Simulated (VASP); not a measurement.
# AgCl (Fm-3m) in VASP: notebook

The runs below take AgCl through single point, with PBEsol.

Program: VASP 6.6.1. These are calculated values, not measurements. Logs are shortened: lines on timing, memory, paths and dates and some standing lists are left out, and cuts for length are marked.

### Step 1. The undisturbed crystal

It takes space group Fm-3m (No. 225, cubic). Conventional cell: a = 5.449 Å, b = 5.449 Å, c = 5.449 Å, α = 90.00°, β = 90.00°, γ = 90.00°. Ag (site symmetry m-3m) has 6 Cl at 2.72 Å as nearest neighbours. Cl (site symmetry m-3m) is surrounded by 6 Ag at 2.72 Å.

### Step 2. Single point, PBEsol (strained and moved within the space group)

INCAR

```
SYSTEM = AgCl
PREC = Accurate ; ENCUT = 520
EDIFF = 1E-6 ; ISMEAR = 0
SIGMA = 0.02 ; LREAL = .FALSE.
LASPH = .TRUE. ; NELM = 100
ALGO = Fast ; ISIF = 2
LWAVE = .FALSE. ; LCHARG = .FALSE.
GGA = PS ; NBANDS = 16
```

KPOINTS

```
Automatic mesh
0
G
  8 8 8
  0 0 0
```

POSCAR

```
AgCl
1.0
    0.0000000000      2.8055681235      2.8055681235
    2.8055681235      0.0000000000      2.8055681235
    2.8055681235      2.8055681235      0.0000000000
Ag Cl
1 1
Direct
    0.5000000000      0.5000000000      0.5000000000
    0.0000000000      0.0000000000      0.0000000000
```

Potentials or basis: VASP PAW PBE potentials, release 64 (Ag, Cl).

The run is started by

```
cat potpaw_PBE.64/Ag/POTCAR potpaw_PBE.64/Cl/POTCAR > POTCAR
mpirun -np 1 vasp_std > vasp.out
```

OUTCAR:

```text
SYSTEM = AgCl
   PREC = Accurate
   ENCUT = 520
   EDIFF = 1E-6
   ISMEAR = 0
   LREAL = .FALSE.
   LASPH = .TRUE.
   NELM = 100
   ISIF = 2
   GGA = PS

 ion  position               nearest neighbor table
   1  0.500  0.500  0.500-   2 2.81   2 2.81   2 2.81   2 2.81   2 2.81   2 2.81
   2  0.000  0.000  0.000-   1 2.81   1 2.81   1 2.81   1 2.81   1 2.81   1 2.81

  LATTYP: Found a face centered cubic cell.
 ALAT       =     5.6111362470

  Lattice vectors:

 A1 = (   0.0000000000,   2.8055681235,   2.8055681235)
 A2 = (   2.8055681235,   0.0000000000,   2.8055681235)
 A3 = (   2.8055681235,   2.8055681235,   0.0000000000)

Analysis of symmetry for initial positions (statically):
=====================================================================
 Subroutine PRICEL returns:
 Original cell was already a primitive cell.

 Routine SETGRP: Setting up the symmetry group for a
 face centered cubic supercell.

 Subroutine GETGRP returns: Found 48 space group operations
 (whereof 48 operations were pure point group operations)
 out of a pool of 48 trial point group operations.

The static configuration has the point symmetry O_h .

Analysis of symmetry for dynamics (positions and initial velocities):
=====================================================================
 Subroutine PRICEL returns:
 Original cell was already a primitive cell.

 Routine SETGRP: Setting up the symmetry group for a
 face centered cubic supercell.

 Subroutine GETGRP returns: Found 48 space group operations
 (whereof 48 operations were pure point group operations)
 out of a pool of 48 trial point group operations.

The dynamic configuration has the point symmetry O_h .

 Subroutine INISYM returns: Found 48 space group operations
 (whereof 48 operations are pure point group operations),
 and found     1 'primitive' translations

----------------------------------------------------------------------------------------

                                     Primitive cell

  volume of cell :      44.1664

  direct lattice vectors                    reciprocal lattice vectors
     0.000000000  2.805568124  2.805568124    -0.178217023  0.178217023  0.178217023
     2.805568124  0.000000000  2.805568124     0.178217023 -0.178217023  0.178217023
     2.805568124  2.805568124  0.000000000     0.178217023  0.178217023 -0.178217023

  length of vectors
     3.967672490  3.967672490  3.967672490     0.308680939  0.308680939  0.308680939

  position of ions in fractional coordinates (direct lattice)
     0.500000000  0.500000000  0.500000000
     0.000000000  0.000000000  0.000000000

  ion indices of the primitive-cell ions
   primitive index   ion index
                 1           1
                 2           2

----------------------------------------------------------------------------------------

 KPOINTS: Automatic mesh

Automatic generation of k-mesh.
 Grid dimensions read from file:
 generate k-points for:    8    8    8

 Generating k-lattice:

  Cartesian coordinates                     Fractional coordinates (reciprocal lattice)
    -0.022277128  0.022277128  0.022277128     0.125000000  0.000000000  0.000000000
     0.022277128 -0.022277128  0.022277128     0.000000000  0.125000000  0.000000000
     0.022277128  0.022277128 -0.022277128     0.000000000  0.000000000  0.125000000

  Length of vectors
     0.038585117  0.038585117  0.038585117

  Shift w.r.t. Gamma in fractional coordinates (k-lattice)
     0.000000000  0.000000000  0.000000000

 Subroutine IBZKPT returns following result:
 ===========================================

 Found     29 irreducible k-points:

 Following reciprocal coordinates:
            Coordinates               Weight
  0.000000  0.000000  0.000000      1.000000
  0.125000  0.000000  0.000000      8.000000
  0.250000  0.000000  0.000000      8.000000
  0.375000  0.000000  0.000000      8.000000
  0.500000  0.000000  0.000000      4.000000
  0.125000  0.125000  0.000000      6.000000
[... 16 lines left out ...]
  0.500000  0.250000  0.125000     48.000000
 -0.375000  0.250000  0.125000     24.000000
 [... further k-points ...]
   k-points           NKPTS =     29   k-points in BZ     NKDIM =     29   number of bands    NBANDS=     16
   number of dos      NEDOS =    301   number of ions     NIONS =      2
   total plane-waves  NPLWV =  27000
   dimension x,y,z NGX =    30 NGY =   30 NGZ =   30
   dimension x,y,z NGXF=    60 NGYF=   60 NGZF=   60
   ions per type =               1   1
   NGX,Y,Z   is equivalent  to a cutoff of  12.57, 12.57, 12.57 a.u.
   NGXF,Y,Z  is equivalent  to a cutoff of  25.14, 25.14, 25.14 a.u.
 SYSTEM =  AgCl
   PREC   = accura    normal or accurate (medium, high low for compatibility)
   ISTART =      0    job   : 0-new  1-cont  2-samecut
   ICHARG =      2    charge: 1-file 2-atom 10-const
   ISPIN  =      1    spin polarized calculation?
   LNONCOLLINEAR =      F non collinear calculations
   LSORBIT =      F    spin-orbit coupling
   LASPH  =      T    aspherical Exc in radial PAW
   ENCUT  =  520.0 eV  38.22 Ry    6.18 a.u.   7.38  7.38  7.38*2*pi/ulx,y,z
   NELM   =    100;   NELMIN=  2; NELMDL= -5     # of ELM steps
   EDIFF  = 0.1E-05   stopping-criterion for ELM
   LREAL  =      F    real-space projection
   EDIFFG = 0.1E-04   stopping-criterion for IOM
   NSW    =      0    number of steps for IOM
   IBRION =     -1    ionic relax: 0-MD 1-quasi-New 2-CG
   NFREE  =      0    steps in history (QN), initial steepest desc. (CG)
   ISIF   =      2    stress and relaxation
   ISYM   =      2    0-nonsym 1-usesym 2-fastsym
   POTIM  = 0.5000    time-step for ionic-motion
   TEBEG  =    0.0;   TEEND  =   0.0 temperature during run
   PSTRESS=    0.0 pullay stress
   NELECT =      18.0000    total number of electrons
   NUPDOWN=      -1.0000    fix difference up-down
   EMIN   =  10.00;   EMAX   =-10.00  energy-range for DOS
   EFERMI =   0.00;   METHOD = LEGACY
   ISMEAR =     0;   SIGMA  =   0.02  broadening in eV -4-tet -1-fermi 0-gaus
   EFERMI_NEDOS =   21; number of points for ismear=-14 and -15
   IALGO  =     68    algorithm
   IMIX   =      4    mixing-type and parameters
     AMIX     =   0.40;   BMIX     =  1.00
     AMIX_MAG =   1.60;   BMIX_MAG =  1.00
  volume/ion in A,a.u.               =      22.08       149.02
  Fermi-wavevector in a.u.,A,eV,Ry     =   1.213766  2.293685 20.044472  1.473227
  Thomas-Fermi vector in A             =   2.349207
   LORBIT       =      0    0 simple, 1 ext, 2 COOP (PROOUT), +10 PAW based schemes
   GGA     = PS    functional components
   LHFCALC =     F    Hartree Fock is set to
   AEXX    =    0.0000 exact exchange contribution
   IVDW    =     0    specifies the selected vdW correction
   LEPSILON=     F    determine dielectric tensor
   LRPA    =     F    only Hartree local field effects (RPA)
 non-spin polarized calculation
 RMM-DIIS sequential band-by-band and
 Gauss-broadening in eV      SIGMA  =   0.02
  energy-cutoff  :      520.00
  volume of cell :       44.17
 maximum number of plane-waves:      1243
 NGX is ok and might be reduce to    30
   NGX = 15   NGY = 15   NGZ = 15

 number of electron      17.9999995 magnetization

 Free energy of the ion-electron system (eV)
  ---------------------------------------------------
  ext. energy  EPLUGINS =         0.00000000
  ---------------------------------------------------
  free energy    TOTEN  =        -6.00964068 eV

  energy without entropy =       -6.00964068  energy(sigma->0) =       -6.00964068

 E-fermi :   3.4319     XC(G=0): -10.0341

 val. band max:        3.2790310828   @ k =   0.5000   0.0000   0.0000
 cond. band min:       4.0217124583   @ k =   0.0000   0.0000   0.0000
 fundamental gap:      0.7426813755
 Fermi energy:         3.4318531725

 k-point     1 :       0.0000    0.0000    0.0000
  band No.  band energies     occupation
      1     -11.6339      2.00000
      2       0.9420      2.00000
      3       0.9420      2.00000
      4       0.9420      2.00000
      5       0.9792      2.00000
      6       0.9792      2.00000
[... 8 lines left out ...]
     15      16.2378      0.00000
     16      16.2378      0.00000

 k-point     2 :       0.1250    0.0000    0.0000
  band No.  band energies     occupation
      1     -11.5780      2.00000
      2       0.2694      2.00000
      3       0.3329      2.00000
      4       0.3329      2.00000
      5       0.9932      2.00000
      6       0.9932      2.00000
[... 8 lines left out ...]
     15      15.1450      0.00000
     16      15.7067      0.00000

 k-point     3 :       0.2500    0.0000    0.0000
  band No.  band energies     occupation
      1     -11.4379      2.00000
      2      -0.7307      2.00000
      3      -0.2169      2.00000
      4      -0.2169      2.00000
      5       1.1114      2.00000
      6       1.1114      2.00000
[... 8 lines left out ...]
     15      15.4475      0.00000
     16      15.5590      0.00000

 k-point     4 :       0.3750    0.0000    0.0000
  band No.  band energies     occupation
      1     -11.2894      2.00000
      2      -1.4799      2.00000
      3      -0.5677      2.00000
      4      -0.5677      2.00000
      5       1.2342      2.00000
      6       1.2342      2.00000
[... 8 lines left out ...]
     15      16.3442      0.00000
     16      16.3442      0.00000
[... 324 lines left out ...]
 k-point    22 :       0.3750    0.2500    0.1250
  band No.  band energies     occupation
      1     -11.3518      2.00000
      2      -1.0886      2.00000
      3      -0.2980      2.00000
      4       0.0592      2.00000
      5       1.0302      2.00000
      6       1.2188      2.00000
[... 8 lines left out ...]
     15      17.3176      0.00000
     16      18.3472      0.00000

 k-point    23 :       0.5000    0.2500    0.1250
  band No.  band energies     occupation
      1     -11.2454      2.00000
      2      -1.2888      2.00000
      3      -0.5778      2.00000
      4      -0.3293      2.00000
      5       1.1413      2.00000
      6       1.2930      2.00000
[... 8 lines left out ...]
     15      17.5331      0.00000
     16      18.1769      0.00000

 k-point    24 :      -0.3750    0.2500    0.1250
  band No.  band energies     occupation
      1     -11.2002      2.00000
      2      -1.3482      2.00000
      3      -0.6229      2.00000
      4      -0.5786      2.00000
      5       1.2234      2.00000
      6       1.2890      2.00000
[... 8 lines left out ...]
     15      16.5891      0.00000
     16      18.0701      0.00000

 [... further k-points ...]

------------------------ aborting loop because EDIFF is reached ----------------------------------------

  FORCE on cell =-STRESS in cart. coord.  units (eV):
  Direction    XX          YY          ZZ          XY          YZ          ZX
  --------------------------------------------------------------------------------------
  -------------------------------------------------------------------------------------
  Total       -1.1184703     -1.1184703     -1.1184703      0.0000000      0.0000000     -0.0000000
  in kB      -40.5735116    -40.5735116    -40.5735116      0.0000000      0.0000000     -0.0000000
  external PRESSURE =     -40.5735116 kB  Pullay stress =       0.0000000 kB

 VOLUME and BASIS-vectors are now :
 -----------------------------------------------------------------------------
  energy-cutoff  :      520.00
  volume of cell :       44.17
      direct lattice vectors                 reciprocal lattice vectors
     0.000000000  2.805568124  2.805568124    -0.178217023  0.178217023  0.178217023
     2.805568124  0.000000000  2.805568124     0.178217023 -0.178217023  0.178217023
     2.805568124  2.805568124  0.000000000     0.178217023  0.178217023 -0.178217023

 POSITION                                       TOTAL-FORCE (eV/Angst)
 -----------------------------------------------------------------------------------
      2.80557      2.80557      2.80557        -0.000000     -0.000000     -0.000000
      0.00000      0.00000      0.00000         0.000000      0.000000      0.000000
 -----------------------------------------------------------------------------------
    total drift:                                0.000000      0.000000      0.000000

  FREE ENERGIE OF THE ION-ELECTRON SYSTEM (eV)
  ---------------------------------------------------
  free  energy   TOTEN  =        -6.0096406765 eV

  energy  without entropy=       -6.0096406765  energy(sigma->0) =       -6.00964068
```

It took 13 s on 1 thread of Intel Xeon Platinum 8488C (Sapphire Rapids), shared host; peak memory 0.17 GiB.

Results:

```
Free energy            : -6.0096 eV
Pressure               : -4.1 GPa
Band gap on the k mesh : 0.74 eV, indirect (least direct gap 2.93 eV)
```

Caveat: the PAW data sets were made with another functional, which shifts forces and pressure a little. A k mesh can miss the band edges.

### Step 3. Single point, PBEsol (all atoms moved at random, cell strained at random)

INCAR

```
PREC = Accurate
ENCUT = 520
EDIFF = 1E-6
ISMEAR = 0
SIGMA = 0.02
LREAL = F
LASPH = T
NELM = 100
ALGO = Fast
ISIF = 2
LWAVE = F
LCHARG = F
GGA = PS
NBANDS = 16
```

KPOINTS

```
regular mesh
0
Gamma
  8 8 8
```

POSCAR

```
AgCl
1.0
    0.0246810350      2.9180193560      2.8885407715
    2.9240093600     -0.0058236150      2.9190454215
    2.8932273950      2.9177420410      0.0249583500
Ag Cl
1 1
Direct
    0.4678939113      0.4954149613      0.4938427420
    0.0321060887      0.0045850387      0.0061572580
```

Potentials or basis: VASP PAW PBE potentials, release 64 (Ag, Cl).

The run is started by

```
cat potpaw_PBE.64/Ag/POTCAR potpaw_PBE.64/Cl/POTCAR > POTCAR
mpirun -np 1 vasp_std > vasp.out
```

Run time: 86 s. Hardware: 1 thread of Intel Xeon Platinum 8488C (Sapphire Rapids), shared host; peak memory 0.32 GiB.

The run converged. Its results:

* Free energy: -5.8558 eV
* Pressure: -5.7 GPa
* Largest force: 0.032 eV/Å
* Band gap on the k mesh: 0.77 eV, indirect (least direct gap 1.94 eV)

Forces on the atoms (eV/Å):
```
Ag  -0.016 -0.027 -0.004
Cl   0.016  0.027  0.004
```

Stress tensor (GPa, compression positive):
```
-6.16  0.00 -0.19
 0.00 -5.39 -0.09
-0.19 -0.09 -5.46
```

Levels at points of the mesh, in eV from the valence-band top:
| k point | band 7 | band 8 | band 9 | band 10 | band 11 | band 12 |
| --- | --- | --- | --- | --- | --- | --- |
| (0.00, 0.00, 0.00) | -1.44 | -1.25 | -1.17 | 0.77 | 10.04 | 10.38 |
| (0.50, 0.00, 0.00) | -1.55 | -0.19 | -0.04 | 4.31 | 5.70 | 7.71 |
| (0.00, 0.50, 0.00) | -1.61 | -0.29 | -0.14 | 4.45 | 5.62 | 7.88 |
| (0.50, 0.50, 0.00) | -1.73 | -1.73 | -1.63 | 2.45 | 7.71 | 8.09 |
| (0.00, 0.00, 0.50) | -1.58 | -0.27 | -0.14 | 4.39 | 5.70 | 7.73 |
| (0.50, 0.00, 0.50) | -1.74 | -1.73 | -1.64 | 2.45 | 7.78 | 8.00 |
| (0.00, 0.50, 0.50) | -1.73 | -1.72 | -1.48 | 2.45 | 7.58 | 7.99 |
| (0.50, 0.50, 0.50) | -1.53 | -0.09 | 0.00 | 4.28 | 5.65 | 7.67 |

Caveat: the PAW data sets were made with another functional, which shifts forces and pressure a little. A k mesh can miss the band edges.

### Step 4. Single point, PBEsol (strained and moved within the space group)

INCAR

```
PREC = Accurate
ENCUT = 520
EDIFF = 1E-6
ISMEAR = 0
SIGMA = 0.02
LREAL = False
LASPH = True
NELM = 100
ALGO = Fast
ISIF = 2
LWAVE = False
LCHARG = True
GGA = PS
LELF = True
LVHAR = True
NBANDS = 16
```

KPOINTS is that of step 3.

POSCAR

```
AgCl
1.0
    0.0000000000      2.7647196240      2.7647196240
    2.7647196240      0.0000000000      2.7647196240
    2.7647196240      2.7647196240      0.0000000000
Ag Cl
1 1
Direct
    0.5000000000      0.5000000000      0.5000000000
    0.0000000000      0.0000000000      0.0000000000
```

The run is started by

```
cat potpaw_PBE.64/Ag/POTCAR potpaw_PBE.64/Cl/POTCAR > POTCAR
mpirun -np 1 vasp_std > vasp.out
```

It took 14 s on 1 thread of Intel Xeon Platinum 8488C (Sapphire Rapids), shared host; peak memory 0.17 GiB.

Results (log left out):

```
Free energy            : -6.0472 eV
Pressure               : -2.4 GPa
Band gap on the k mesh : 0.73 eV, indirect (least direct gap 3.07 eV)
```

Levels at points of the mesh, in eV from the valence-band top:
```
           k point  band 7  band 8  band 9  band 10  band 11  band 12
(0.00, 0.00, 0.00)   -2.37   -2.37   -2.37     0.73    10.74    10.74
(0.50, 0.00, 0.00)   -1.81    0.00    0.00     4.01     6.49     7.51
(0.50, 0.50, 0.00)   -2.00   -2.00   -1.92     2.22     7.84     8.49
```

Caveat: the PAW data sets were made with another functional, which shifts forces and pressure a little. A k mesh can miss the band edges.
